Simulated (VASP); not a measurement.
# CdS (Greenockite) (P6_3mc) in VASP: notebook, part 2 of 2

VASP 6.6.1. The steps go on from the part before.

**3. Dielectric tensor, PBE**

The input, INCAR:

```
PREC     = Accurate       # precision mode
ENCUT    = 350            # plane-wave cutoff, eV
EDIFF    = 1E-8           # SCF threshold, eV
ISMEAR   = 0              # smearing method
SIGMA    = 0.01           # smearing width, eV
LREAL    = F              # projectors in reciprocal space
LASPH    = T              # aspherical terms in the spheres
NELM     = 100            # most SCF steps
ALGO     = Normal         # electronic algorithm
ISIF     = 2              # what is computed and relaxed
LWAVE    = F              # write WAVECAR
LCHARG   = F              # write CHGCAR
GGA      = PE             # functional
LEPSILON = T              # dielectric tensor by DFPT
```

The input, KPOINTS:

```
regular mesh
0
Gamma
  7 7 4
```

The input, POSCAR:

```
CdS
1.0
    4.1500000000      0.0000000000      0.0000000000
   -2.0750000000      3.5940054257      0.0000000000
    0.0000000000      0.0000000000      6.7370000000
Cd S
2 2
Direct
    0.6666666667      0.3333333333      0.5000000000
    0.3333333333      0.6666666667      0.0000000000
    0.6666666667      0.3333333333      0.8750000000
    0.3333333333      0.6666666667      0.3750000000
```

Potentials or basis: VASP PAW PBE potentials, release 64 (Cd, S).

Command:

```bash
$ cat potpaw_PBE.64/Cd/POTCAR potpaw_PBE.64/S/POTCAR > POTCAR
$ mpirun -np 1 vasp_std > vasp.out
```

OUTCAR:

```text
PREC = Accurate
   ENCUT = 350
   EDIFF = 1E-8
   ISMEAR = 0
   LREAL = F
   LASPH = T
   NELM = 100
   ISIF = 2
   GGA = PE
   LEPSILON = T

 Found     24 irreducible k-points:

 Following reciprocal coordinates:
            Coordinates               Weight
  0.000000  0.000000  0.000000      1.000000
  0.142857 -0.000000  0.000000      6.000000
  0.285714 -0.000000  0.000000      6.000000
  0.428571 -0.000000  0.000000      6.000000
  0.142857  0.142857  0.000000      6.000000
  0.285714  0.142857  0.000000     12.000000
   k-points           NKPTS =     24   k-points in BZ     NKDIM =     24   number of bands    NBANDS=     22
   number of dos      NEDOS =    301   number of ions     NIONS =      4
   total plane-waves  NPLWV =  32928
   dimension x,y,z NGX =    28 NGY =   28 NGZ =   42
   dimension x,y,z NGXF=    56 NGYF=   56 NGZF=   84
   ions per type =               2   2
   NGX,Y,Z   is equivalent  to a cutoff of  11.22, 11.22, 10.36 a.u.
   NGXF,Y,Z  is equivalent  to a cutoff of  22.43, 22.43, 20.73 a.u.
 SYSTEM =  unknown system
   PREC   = accura    normal or accurate (medium, high low for compatibility)
   ISTART =      0    job   : 0-new  1-cont  2-samecut
   ICHARG =      2    charge: 1-file 2-atom 10-const
   ISPIN  =      1    spin polarized calculation?
   LNONCOLLINEAR =      F non collinear calculations
   LSORBIT =      F    spin-orbit coupling
   LASPH  =      T    aspherical Exc in radial PAW
   ENCUT  =  350.0 eV  25.72 Ry    5.07 a.u.   6.33  6.33 10.28*2*pi/ulx,y,z
   NELM   =    100;   NELMIN=  2; NELMDL= -5     # of ELM steps
   EDIFF  = 0.1E-07   stopping-criterion for ELM
   LREAL  =      F    real-space projection
   EDIFFG = 0.1E-06   stopping-criterion for IOM
   NSW    =      0    number of steps for IOM
   IBRION =     -1    ionic relax: 0-MD 1-quasi-New 2-CG
   NFREE  =      0    steps in history (QN), initial steepest desc. (CG)
   ISIF   =      2    stress and relaxation
   ISYM   =      2    0-nonsym 1-usesym 2-fastsym
   POTIM  = 0.5000    time-step for ionic-motion
   TEBEG  =    0.0;   TEEND  =   0.0 temperature during run
   PSTRESS=    0.0 pullay stress
   NELECT =      36.0000    total number of electrons
   NUPDOWN=      -1.0000    fix difference up-down
   EMIN   =  10.00;   EMAX   =-10.00  energy-range for DOS
   EFERMI =   0.00;   METHOD = LEGACY
   ISMEAR =     0;   SIGMA  =   0.01  broadening in eV -4-tet -1-fermi 0-gaus
   EFERMI_NEDOS =   21; number of points for ismear=-14 and -15
   IALGO  =     38    algorithm
   IMIX   =      4    mixing-type and parameters
     AMIX     =   0.40;   BMIX     =  1.00
     AMIX_MAG =   1.60;   BMIX_MAG =  1.00
  volume/ion in A,a.u.               =      25.12       169.52
  Fermi-wavevector in a.u.,A,eV,Ry     =   1.162727  2.197236 18.394190  1.351935
  Thomas-Fermi vector in A             =   2.299285
   LORBIT       =      0    0 simple, 1 ext, 2 COOP (PROOUT), +10 PAW based schemes
   GGA     = PE    functional components
   LHFCALC =     F    Hartree Fock is set to
   AEXX    =    0.0000 exact exchange contribution
   IVDW    =     0    specifies the selected vdW correction
   LEPSILON=     T    determine dielectric tensor
   LRPA    =     F    only Hartree local field effects (RPA)
 non-spin polarized calculation
 Gauss-broadening in eV      SIGMA  =   0.01
  energy-cutoff  :      350.00
  volume of cell :      100.48
 maximum number of plane-waves:      1520
 NGX is ok and might be reduce to    28
   NGX = 13   NGY = 13   NGZ = 21

--------------------------------------- Ionic step        1  -------------------------------------------

 number of electron      36.0000023 magnetization
[... 167 lines left out ...]

 VOLUME and BASIS-vectors are now :
 -----------------------------------------------------------------------------
  energy-cutoff  :      350.00
  volume of cell :      100.48
      direct lattice vectors                 reciprocal lattice vectors
     4.150000000  0.000000000  0.000000000     0.240963855  0.139120547  0.000000000
    -2.075000000  3.594005426  0.000000000     0.000000000  0.278241094  0.000000000
     0.000000000  0.000000000  6.737000000     0.000000000  0.000000000  0.148434021

 POSITION                                       TOTAL-FORCE (eV/Angst)
 -----------------------------------------------------------------------------------
      2.07500      1.19800      3.36850         0.000000     -0.000000     -0.069258
     -0.00000      2.39600      0.00000        -0.000000      0.000000     -0.069258
      2.07500      1.19800      5.89487         0.000000     -0.000000      0.069258
     -0.00000      2.39600      2.52637         0.000000      0.000000      0.069258
 -----------------------------------------------------------------------------------
    total drift:                               -0.000000      0.000000     -0.000609

  FREE ENERGIE OF THE ION-ELECTRON SYSTEM (eV)
  ---------------------------------------------------
  free  energy   TOTEN  =       -12.2574228274 eV

  energy  without entropy=      -12.2574228274  energy(sigma->0) =      -12.25742283

 HEAD OF MICROSCOPIC STATIC DIELECTRIC TENSOR (INDEPENDENT PARTICLE, excluding Hartree and local field effects)
 ------------------------------------------------------
           6.762811     0.000000     0.000000
           0.000000     6.762811     0.000000
           0.000000    -0.000000     6.781322
 ------------------------------------------------------

 Free energy of the ion-electron system (eV)
  ---------------------------------------------------
  ---------------------------------------------------
  free energy    TOTEN  =        -1.62016743 eV

  energy without entropy =       -1.62016743

------------------------ aborting loop because EDIFF is reached ----------------------------------------

--------------------------------------- Ionic step        2  -------------------------------------------

------------------------ aborting loop because EDIFF is reached ----------------------------------------

--------------------------------------- Ionic step        3  -------------------------------------------

 Free energy of the ion-electron system (eV)
  ---------------------------------------------------
  ---------------------------------------------------
  free energy    TOTEN  =        -1.63160326 eV

  energy without entropy =       -1.63160326

------------------------ aborting loop because EDIFF is reached ----------------------------------------

 PIEZOELECTRIC TENSOR FIELD DIRECTION 3  (e Angst)
 -----------------------------------------------------------------------------
     2.14648  0.00000  0.00000           ( -0.02210  0.00000  0.00000)
    -0.00000  2.14648  0.00000           ( -0.00000 -0.02210  0.00000)
     0.00000 -0.00000 -4.27278           (  0.00000  0.00000  0.04098)

 PIEZOELECTRIC TENSOR FIELD DIRECTION 3  (C/m^2)
 -----------------------------------------------------------------------------
     0.34225  0.00000  0.00000
    -0.00000  0.34225  0.00000
     0.00000 -0.00000 -0.68128

 MACROSCOPIC STATIC DIELECTRIC TENSOR (including local field effects in DFT)
 ------------------------------------------------------
           6.418137     0.000000     0.000000
          -0.000000     6.418137     0.000000
           0.000000     0.000000     6.463803
 ------------------------------------------------------

 PIEZOELECTRIC TENSOR (including local field effects)  for field in x, y, z        (e  Angst)
          XX          YY          ZZ          XY          YZ          ZX
  --------------------------------------------------------------------------------
  x    -0.00000    -0.00000     0.00000    -0.00000     0.00000     2.19070
  y     0.00000     0.00000     0.00000     0.00000     2.19070     0.00000
  z     2.14648     2.14648    -4.27278     0.00000     0.00000     0.00000

 PIEZOELECTRIC TENSOR (including local field effects)  for field in x, y, z        (C/m^2)
          XX          YY          ZZ          XY          YZ          ZX
  --------------------------------------------------------------------------------
  x    -0.00000    -0.00000     0.00000    -0.00000     0.00000     0.34930
  y     0.00000     0.00000     0.00000     0.00000     0.34930     0.00000
  z     0.34225     0.34225    -0.68128     0.00000     0.00000     0.00000

 BORN EFFECTIVE CHARGES (including local field effects) (in |e|, cummulative output)
 ---------------------------------------------------------------------------------
 ion    1
    1     2.17131     0.00000     0.00000
    2     0.00000     2.17131     0.00000
    3     0.00000    -0.00000     2.25353
 ion    2
    1     2.17131     0.00000     0.00000
    2     0.00000     2.17131     0.00000
    3    -0.00000     0.00000     2.25353
 ion    3
    1    -2.17131    -0.00000     0.00000
    2     0.00000    -2.17131     0.00000
    3    -0.00000     0.00000    -2.25353
 ion    4
    1    -2.17131     0.00000     0.00000
    2     0.00000    -2.17131     0.00000
    3    -0.00000     0.00000    -2.25353
```

Wall time 3.1 min (1 thread of Intel Xeon 6975P-C (Granite Rapids), shared host); peak memory 0.32 GiB.

The run converged, but some of its settings lie outside the range that counts as converged, so its numbers aren't taken as properties of the crystal.

What came out:

* Band gap on the k mesh: 1.19 eV, direct
* Electronic dielectric tensor (diagonal): 6.42, 6.42, 6.46
* Born charges (mean of the diagonal): Cd +2.20; S -2.20 e

**4. Dielectric tensor, PBE**

INCAR, as its differences from that of step 3:

```diff
@@ -1,3 +1,3 @@
 PREC     = Accurate       # precision mode
-ENCUT    = 350            # plane-wave cutoff, eV
+ENCUT    = 600            # plane-wave cutoff, eV
 EDIFF    = 1E-8           # SCF threshold, eV
```

The input, KPOINTS:

```
regular mesh
0
Gamma
  6 6 3
```

POSCAR is that of step 3.

Potentials or basis: VASP PAW PBE potentials, release 64 (Cd, S).

Command:

```bash
$ cat potpaw_PBE.64/Cd/POTCAR potpaw_PBE.64/S/POTCAR > POTCAR
$ mpirun -np 1 vasp_std > vasp.out
```

OUTCAR:

```text
PREC = Accurate
   ENCUT = 600
   EDIFF = 1E-8
   ISMEAR = 0
   LREAL = F
   LASPH = T
   NELM = 100
   ISIF = 2
   GGA = PE
   LEPSILON = T

 Found     14 irreducible k-points:

 Following reciprocal coordinates:
            Coordinates               Weight
  0.000000  0.000000  0.000000      1.000000
  0.166667  0.000000  0.000000      6.000000
  0.333333 -0.000000  0.000000      6.000000
  0.500000 -0.000000  0.000000      3.000000
  0.166667  0.166667  0.000000      6.000000
  0.333333  0.166667  0.000000     12.000000
   k-points           NKPTS =     14   k-points in BZ     NKDIM =     14   number of bands    NBANDS=     22
   number of dos      NEDOS =    301   number of ions     NIONS =      4
   total plane-waves  NPLWV =  69984
   dimension x,y,z NGX =    36 NGY =   36 NGZ =   54
   dimension x,y,z NGXF=    72 NGYF=   72 NGZF=  108
[... 295 lines left out ...]
           0.000000     6.886969     0.000000
           0.000000     0.000000     6.976335
 ------------------------------------------------------

 PIEZOELECTRIC TENSOR (including local field effects)  for field in x, y, z        (e  Angst)
          XX          YY          ZZ          XY          YZ          ZX
  --------------------------------------------------------------------------------
  x    -0.00000     0.00000     0.00000    -0.00000     0.00000     2.24872
  y    -0.00000    -0.00000    -0.00000     0.00000     2.24872     0.00000
  z     2.19712     2.19712    -4.37400     0.00000     0.00000     0.00000

 PIEZOELECTRIC TENSOR (including local field effects)  for field in x, y, z        (C/m^2)
          XX          YY          ZZ          XY          YZ          ZX
  --------------------------------------------------------------------------------
  x    -0.00000     0.00000     0.00000    -0.00000     0.00000     0.35855
  y    -0.00000    -0.00000    -0.00000     0.00000     0.35855     0.00000
  z     0.35032     0.35032    -0.69742     0.00000     0.00000     0.00000

 BORN EFFECTIVE CHARGES (including local field effects) (in |e|, cummulative output)
 ---------------------------------------------------------------------------------
 ion    1
    1     2.20447    -0.00000     0.00000
    2     0.00000     2.20447     0.00000
    3     0.00000     0.00000     2.29464
 ion    2
    1     2.20447     0.00000     0.00000
    2    -0.00000     2.20447     0.00000
    3     0.00000     0.00000     2.29464
 ion    3
    1    -2.20447     0.00000     0.00000
    2     0.00000    -2.20447     0.00000
    3     0.00000     0.00000    -2.29464
 ion    4
    1    -2.20447     0.00000     0.00000
    2    -0.00000    -2.20447     0.00000
    3    -0.00000     0.00000    -2.29464
```

OSZICAR:

```text
N       E                     dE             d eps       ncg     rms          rms(c)
DAV:   1     0.273027997678E+03    0.27303E+03   -0.19203E+04   616   0.169E+03
DAV:   2     0.197848425774E+01   -0.27105E+03   -0.26535E+03   694   0.380E+02
[... 12 lines left out ...]
RMM:   7    -0.178235824774E+01   -0.19205E-02   -0.37321E-05   943   0.343E-02    0.536E-03
RMM:   8    -0.178276511425E+01   -0.40687E-03   -0.60503E-06   951   0.109E-02    0.199E-03
RMM:   9    -0.178290323971E+01   -0.13813E-03   -0.25709E-05   940   0.422E-03    0.634E-04
RMM:  10    -0.178292501766E+01   -0.21778E-04   -0.10348E-06  1012   0.126E-03    0.180E-04
RMM:  11    -0.178292942021E+01   -0.44026E-05   -0.45016E-06   925   0.459E-04    0.613E-05
RMM:  12    -0.178292749763E+01    0.19226E-05    0.23098E-07   744   0.150E-04    0.254E-05
RMM:  13    -0.178292627154E+01    0.12261E-05    0.43740E-06   606   0.104E-04    0.723E-06
```

Wall time 4 min (1 thread of Intel Xeon 6975P-C (Granite Rapids), shared host); peak memory 0.42 GiB.

These settings aren't checked as converged: the numbers below hold their error.

What came out:

```
Band gap on the k mesh                  : 1.20 eV, direct
Electronic dielectric tensor (diagonal) : 6.89, 6.89, 6.98
Born charges (mean of the diagonal)     : Cd +2.23; S -2.23 e
```

**5. For comparison**

An earlier run on the cell as given: functional PBEsol; potentials or basis VASP PAW PBE potentials, release 64 (Cd, S); cutoff 520 eV; k mesh 7 × 7 × 4; occupations fermi-dirac, width 0.05 eV; no spin polarisation.

* Pressure: -0.6 GPa
* Largest force: 0.067 eV/Å
* Band gap on the k mesh: 1.06 eV, direct
